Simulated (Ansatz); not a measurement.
Input and output of a single-point calculation on BeS (zincblende) (the PAW code Ansatz, HSE06). The cell was relaxed with r2SCAN and then strained (uniaxial -0.54 % along x, other directions held), with the atoms relaxed again with r2SCAN; k points keep the names of the unstrained zone.

Input file:
```yaml
crystal:
  lattice:
    - [0.0, 2.4343062304, 2.4343062304]
    - [2.4211609767, 0.0, 2.4343062304]
    - [2.4211609767, 2.4343062304, 0.0]
  atoms:
    - { symbol: Be, position: [0.0, 0.0, 0.0] }
    - { symbol: S, position: [0.25, 0.25, 0.25] }
kpoints:
  mp_grid: { grid: [6, 6, 6] }
  band_path:
    path:
      - [0.0, 0.0, 0.0]
      - [-0.5, -0.5, 0.0]
      - [-0.375, -0.375, 0.25]
      - [-0.375, 0.0, 0.375]
      - [0.0, 0.0, 0.5]
      - [-0.5, -0.25, 0.25]
      - [-0.0375, 0.0, 0.0375]
    npoints: 1
hamiltonian:
  xc: hse06
scf:
  occupations: { method: fixed }
  n_extra_bands: 4
output:
  forces: true
  stress: true
  eigenvalues: true
```

What the program printed (shortened):
```
scf.n_extra_bands = 4 over 4 filled bands (N_el = 8.0): the run solves 8 bands
Pseudopotential: Be, paw, valence charge 2, recommended cutoff 420 eV (normal)
Pseudopotential: S, paw, valence charge 6, recommended cutoff 420 eV (normal)
Functional definition: HSE06
Crystal: 2 atoms, lattice volume = 28.695 Å³
Basis set: ecut = 420 eV, 537 PW (Γ)
Symmetry: 8 space group operations
Space group: I-4m2 (ITA 119)
k-points: 30 of 216 (time reversal used)
[warm-up without exact exchange]
SCF iter   1: HF=-996.958061 eV  Δρ=9.09e-4  dr2=2.33e-4
SCF iter   2: HF=-996.957616 eV  Δρ=3.31e-4  dr2=2.30e-5
SCF 1 stopped early in 2 iterations: F = -996.957673 eV  dr2 = 2.30e-5
[exact exchange on]
Exchange kernel: α = 0.2500, screened, ω = 0.2079 Å⁻¹, Wigner–Seitz truncation, v(0) = 1044.8513 eV·Å³, q-mesh 6×6×6
SCF iter   1: HF=-997.770681 eV  Δρ=3.44e-3  dr2=2.63e-3
SCF iter   2: HF=-997.769773 eV  Δρ=1.58e-3  dr2=5.22e-4
SCF iter   3: HF=-997.771048 eV  Δρ=4.59e-4  dr2=5.59e-5
SCF iter   4: HF=-997.771031 eV  Δρ=6.33e-5  dr2=2.31e-6
SCF iter   5: HF=-997.771044 eV  Δρ=5.60e-5  dr2=7.15e-7
SCF 2 stopped early in 5 iterations: F = -997.771044 eV  dr2 = 7.15e-7
hybrid outer 1: dexx = +1.598e-3 eV, tail = 2.67e-6 eV
SCF iter   1: HF=-997.771041 eV  Δρ=2.66e-5  dr2=2.00e-7
SCF iter   2: HF=-997.771041 eV  Δρ=8.04e-6  dr2=6.60e-9
SCF 3 converged in 2 iterations: F = -997.771041 eV  dr2 = 6.60e-9
hybrid outer 2: dexx = +1.640e-8 eV, tail = 1.36e-8 eV, Δε = 1.00e-3 eV
hybrid SCF converged: 2 outer / 7 inner (+2 warm-up)
Free energy (F): -997.771041 eV
Fermi energy:    4.642477 eV
--- Stress (GPa, compression-positive) ---
       -0.025737       0.000000       0.000000
        0.000000      -0.577436       0.000000
        0.000000       0.000000      -0.577436
  P = ⅓ Tr σ = -0.3935 GPa (-3.935 kbar)
--- Band table (eV; the first three rows and the last of 30) ---
  k-point 0: bands = [-10.4148, 4.6128, 4.6128, 4.6425, 11.4911, 11.4977, 11.4977, 11.6365]
  k-point 1: bands = [-10.0752, 2.6022, 4.2639, 4.2939, 11.3572, 12.0900, 12.0926, 13.7493]
  k-point 2: bands = [-9.2277, -0.3338, 3.7113, 3.7570, 11.2600, 12.4961, 12.5371, 16.3875]
  k-point 29: bands = [-8.0212, -0.4260, 0.9342, 1.2108, 10.8542, 12.4838, 16.1266, 16.5943]
```

The rows of the band table are 0: (0, 0, 0) = Γ, 1: (0, 0, 1/6), 2: (0, 0, 1/3), 29: (-1/2, 1/6, -1/3).

Levels at the listed points, from bands.tsv (eV from the Fermi energy, bands near the gap, counted from 0):
```tsv
# k_distance	band_0	band_1	band_2	band_3	band_4	band_5	band_6	band_7
# fermi_ev = 4.642477
# [0, 0, 0] at k_distance = 0.000000
# [-0.5, -0.5, 0] at k_distance = 1.290549
# [-0.375, -0.375, 0.25] at k_distance = 1.748068
# [-0.375, 0, 0.375] at k_distance = 2.541228
# [0, 0, 0.5] at k_distance = 3.332242
# [-0.5, -0.25, 0.25] at k_distance = 4.244798
# [-0.0375, 0, 0.0375] at k_distance = 5.559776
# levels_relative_to = fermi_ev
0.000	-15.057	-0.030	-0.030	0.000	6.849	6.855	6.855	6.994
1.291	-12.709	-5.538	-2.865	-2.854	4.067	5.968	14.409	14.438
1.748	-12.718	-5.026	-4.428	-2.367	5.387	8.718	12.033	12.841
2.541	-12.718	-5.026	-4.428	-2.367	5.387	8.718	12.033	12.841
3.332	-13.296	-6.333	-1.160	-1.108	6.567	7.726	7.781	12.510
4.245	-12.648	-4.703	-4.188	-3.594	7.581	9.338	9.832	10.246
5.560	-15.010	-0.333	-0.159	-0.032	6.774	6.907	7.021	7.405
```
In order the rows are Γ, X, U, K, L, W, Γ–K (0.10).

With HSE06 the valence top lies at Γ and the conduction bottom at X (0, -1/2, -1/2), 4.02 eV higher; the smallest vertical gap, at Γ–K (0.10 of the way from Γ), is 6.81 eV. (Of the valleys that strain may split, one alone was solved off the mesh, so this is an upper bound.) The gap is the least over the mesh and the extra points. The mean pressure at these positions is -0.4 GPa, compression counted positive. (The program warns that its thresholds are loose for a hybrid's stress.)

Calculated for a static, non-magnetic cell.

The meshes of the hybrids are coarse, so their gaps aren't converged to the digits shown.
